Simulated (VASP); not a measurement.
**LiF (Griceite): NMR shieldings**

What are the shielding tensors of LiF (Griceite)? The cell is of the rock-salt type, one of the forms listed for this formula, which need not be the common one. The start is a cell from a database of measured crystal structures.

Main program and level: VASP 6.6.1; PBE; plane waves and PAW (F, Li_sv), in the first sound run; inputs show where later runs differ.

**1. Set-up**

Symmetry: Fm-3m, No. 225, cubic system. Conventional cell: a = 4.028 Å, b = 4.028 Å, c = 4.028 Å, α = 90.00°, β = 90.00°, γ = 90.00°. F has 6 Li at 2.01 Å nearest. Li has 6 F at 2.01 Å nearest. Farther neighbours and most contacts between anions are not listed.

**2. Ground state**

A ground-state run shows first whether the cell has a gap, which the next steps need; its size sets how fine their mesh has to be.

File INCAR:

```
SYSTEM = LiF
PREC = Accurate
ENCUT = 650
EDIFF = 1E-07
NELM = 100
ISMEAR = 0
SIGMA = 0.01
LREAL = .FALSE.
ALGO = Normal
GGA = PE
NBANDS = 11
LORBIT = 11
LWAVE = .FALSE.
LCHARG = .FALSE.
KPAR = 4
```

File POSCAR:

```
LiF
1.0
    0.0000000000      2.0140000000      2.0140000000
    2.0140000000      0.0000000000      2.0140000000
    2.0140000000      2.0140000000      0.0000000000
F Li
1 1
Direct
    0.5000000000      0.5000000000      0.5000000000
    0.0000000000      0.0000000000      0.0000000000
```

File KPOINTS:

```
Automatic mesh
0
Gamma
8 8 8
0 0 0
```

PAW data sets: F and Li_sv (PBE family, release 64).

Command:

```sh
mpirun -np 4 vasp_std
```

The program printed:

```text
[banner, memory and clock lines left out]
running    4 mpi-ranks, on    1 nodes
 distrk:  each k-point on    1 cores,    4 groups
 distr:  one band on    1 cores,    1 groups

 POSCAR found type information on POSCAR F Li
 POSCAR found :  2 types and       2 ions
 LDA part: xc-table for (Slater+PW92), standard interpolation
 POSCAR, INCAR and KPOINTS ok, starting setup
 FFT: planning ... GRIDC
 FFT: planning ... GRID_SOFT
 FFT: planning ... GRID
 WAVECAR not read
 entering main loop
       N       E                     dE             d eps       ncg     rms          rms(c)
DAV:   1     0.383505757420E+02    0.38351E+02   -0.63866E+03   646   0.109E+03
DAV:   2    -0.877413629441E+01   -0.47125E+02   -0.45867E+02   734   0.218E+02
DAV:   3    -0.101344400091E+02   -0.13603E+01   -0.13569E+01   829   0.341E+01
DAV:   4    -0.101499051548E+02   -0.15465E-01   -0.15463E-01   772   0.389E+00
DAV:   5    -0.101500296116E+02   -0.12446E-03   -0.12446E-03   851   0.260E-01    0.453E+00
DAV:   6    -0.963146212268E+01    0.51857E+00   -0.25716E+00   746   0.107E+01    0.141E+00
DAV:   7    -0.963534976584E+01   -0.38876E-02   -0.20969E-02   879   0.136E+00    0.870E-01
DAV:   8    -0.964169391259E+01   -0.63441E-02   -0.15959E-02   837   0.147E+00    0.118E-01
DAV:   9    -0.964169617318E+01   -0.22606E-05   -0.10360E-03   755   0.312E-01    0.454E-02
DAV:  10    -0.964178116720E+01   -0.84994E-04   -0.14962E-04   737   0.105E-01    0.154E-02
DAV:  11    -0.964178432689E+01   -0.31597E-05   -0.60399E-06   849   0.258E-02    0.215E-03
DAV:  12    -0.964178489506E+01   -0.56817E-06   -0.49504E-07   731   0.665E-03    0.831E-04
DAV:  13    -0.964178495569E+01   -0.60636E-07   -0.50073E-08   610   0.226E-03
   1 F= -.96417850E+01 E0= -.96417850E+01  d E =0.000000E+00
```

The job ended after 2.8 s (4 MPI ranks of AMD EPYC 7R43, shared host; peak memory 0.39 GiB).

Lines that name or quote the potential files are left out of all logs, and their timing lines are given in words.

OUTCAR, selected parts (step 2):

```text
ion  position               nearest neighbor table
   1  0.500  0.500  0.500-   2 2.01   2 2.01   2 2.01   2 2.01   2 2.01   2 2.01
   2  0.000  0.000  0.000-   1 2.01   1 2.01   1 2.01   1 2.01   1 2.01   1 2.01

  LATTYP: Found a face centered cubic cell.
 ALAT       =     4.0280000000

 Subroutine GETGRP returns: Found 48 space group operations
 (whereof 48 operations were pure point group operations)

The static configuration has the point symmetry O_h .

 Found     29 irreducible k-points:

   k-points           NKPTS =     29   k-points in BZ     NKDIM =     29   number of bands    NBANDS=     11

   dimension x,y,z NGX =    24 NGY =   24 NGZ =   24
   dimension x,y,z NGXF=    48 NGYF=   48 NGZF=   48

   ENCUT  =  650.0 eV  47.77 Ry    6.91 a.u.   5.92  5.92  5.92*2*pi/ulx,y,z

   NELECT =      10.0000    total number of electrons

 k-points in reciprocal lattice and weights: Automatic mesh
   0.00000000  0.00000000  0.00000000       0.002
   0.12500000  0.00000000  0.00000000       0.016
   0.25000000  0.00000000  0.00000000       0.016
   0.37500000  0.00000000  0.00000000       0.016
   0.50000000  0.00000000  0.00000000       0.008
   0.12500000  0.12500000  0.00000000       0.012
   0.25000000  0.12500000  0.00000000       0.047
   0.37500000  0.12500000  0.00000000       0.047
   0.50000000  0.12500000  0.00000000       0.047
[...]
-0.37500000  0.50000000  0.12500000       0.023
  -0.25000000  0.50000000  0.25000000       0.012

 average (electrostatic) potential at core
       1 -76.7736       2 -60.9630

 E-fermi :  -0.8091

 k-point     1 :       0.0000    0.0000    0.0000
  band No.  band energies     occupation
      1     -41.9367      2.00000
      2     -20.9986      2.00000
      3      -1.0255      2.00000
      4      -1.0255      2.00000
      5      -1.0255      2.00000
      6       8.0602      0.00000
      7      22.9448      0.00000
      8      22.9448      0.00000
      9      22.9459      0.00000
     10      23.3034      0.00000
    ...

 k-point     2 :       0.1250    0.0000    0.0000
  band No.  band energies     occupation
      1     -41.9281      2.00000
      2     -20.9389      2.00000
      3      -1.4611      2.00000
      4      -1.0607      2.00000
      5      -1.0607      2.00000
      6       8.4983      0.00000
      7      19.5639      0.00000
      8      21.3109      0.00000
      9      21.3109      0.00000
     10      24.6017      0.00000
    ...

 k-point     3 :       0.2500    0.0000    0.0000
  band No.  band energies     occupation
      1     -41.9074      2.00000
      2     -20.7893      2.00000
      3      -2.3953      2.00000
      4      -1.1427      2.00000
      5      -1.1427      2.00000
      6       9.3180      0.00000
      7      16.9170      0.00000
      8      19.5294      0.00000
      9      19.5294      0.00000
     10      25.9927      0.00000
    ...

  Total        0.1173272      0.1173272      0.1173272     -0.0000000      0.0000000     -0.0000000
  in kB       11.5053736     11.5053736     11.5053736     -0.0000000      0.0000000     -0.0000000
  external PRESSURE =      11.5053736 kB  Pullay stress =       0.0000000 kB

  energy-cutoff  :      650.00
  volume of cell :       16.34
      direct lattice vectors                 reciprocal lattice vectors
     0.000000000  2.014000000  2.014000000    -0.248262165  0.248262165  0.248262165
     2.014000000  0.000000000  2.014000000     0.248262165 -0.248262165  0.248262165
     2.014000000  2.014000000  0.000000000     0.248262165  0.248262165 -0.248262165

 POSITION                                       TOTAL-FORCE (eV/Angst)
 -----------------------------------------------------------------------------------
      2.01400      2.01400      2.01400         0.000000      0.000000     -0.000000
      0.00000      0.00000      0.00000        -0.000000     -0.000000      0.000000
 -----------------------------------------------------------------------------------
    total drift:                               -0.000000     -0.000000      0.000000

  FREE ENERGIE OF THE ION-ELECTRON SYSTEM (eV)
  ---------------------------------------------------
  free  energy   TOTEN  =        -9.6417849557 eV

  energy  without entropy=       -9.6417849557  energy(sigma->0) =       -9.64178496

 total charge
# of ion       s       p       d       tot
------------------------------------------
    1        1.724   4.414   0.000   6.138
    2        2.017   0.048   0.000   2.065
--------------------------------------------------
tot          3.741   4.462   0.000   8.203

[... 3 further parts left out ...]
```

The gap is read on the k-mesh alone, so it is an upper bound where the band edges lie off the mesh.

Numbers from this step:

```yaml
free_energy_toten: -9.642 eV
fermi_energy: -0.8091 eV
pressure: 1.151 GPa
gap_on_the_k_mesh: 9.086 eV
least_direct_gap_on_the_k_mesh: 9.086 eV
```

The cell has a gap of 9.09 eV on this mesh.

(Part 1 of 3 ends here.)

[Lines on the potential files, build, host, timing and source positions are cut from VASP's logs without a mark.]

[Logs are printed without paths, hosts, clocks, repeated set-up lines and the standing remarks that a program may print on its own settings, such as how far it seeks lower states.]

[Hosts, paths, dates, database ids (printed as entryN), source tags and the programs' standing remarks are cut or masked in the printed files.]
